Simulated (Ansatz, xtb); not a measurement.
**Redistribution: CHBrClF + C4H6 → CH2BrCl + C4H5F**

Species: CHBrClF (bromochlorofluoromethane) `FC(Cl)Br`, singlet; C4H6 (cyclobutene) `C1=CCC1`, singlet; CH2BrCl (bromochloromethane) `ClCBr`, singlet; C4H5F `FC1=CCC1`, singlet. The partners trade F for H; both sit on C, so the bond types are kept.

Shapes, held fixed at every level: PBE0-D4/def2-TZVP. Programs: Ansatz 0.2.0, xtb 6.7.1. The zero-point and thermal change to 298 K, harmonic and unscaled (PBE0-D4/def2-TZVP), is +1.8 kJ/mol.

Task: Estimate ΔH(298 K) of this reaction.

Result: The highest level, CCSD(T)/def2-TZVPP, gives ΔH(298 K) = -22.1 kJ/mol; the levels span -33.1 to -19.4. The column of differences is taken from that level and isn't an error. No measured value is set beside it here. Relativity is left out for Br unless named. Correlated rows may include outer-core shells of Br, which these sets cover unevenly.

```tsv
level	kind	ΔH(298 K) (kJ/mol)	less CCSD(T)/def2-TZVPP
GFN2-xTB	semi-empirical	-33.1	-11.0
HF/def2-TZVPP	Hartree–Fock	-27.4	-5.3
PBE-D4/def2-TZVPP	GGA	-21.2	+0.9
r2SCAN-D4/def2-TZVPP	meta-GGA	-20.5	+1.6
B3LYP-D4/def2-TZVPP	global hybrid	-21.4	+0.7
wB97M-V/def2-TZVPP	range-separated hybrid	-20.6	+1.5
CCSD/def2-SVP	coupled cluster or CI	-19.4	+2.7
CCSD/def2-TZVPP	coupled cluster or CI	-23.3	-1.2
CCSD(T)/def2-TZVPP	coupled cluster or CI	-22.1	0.0
```
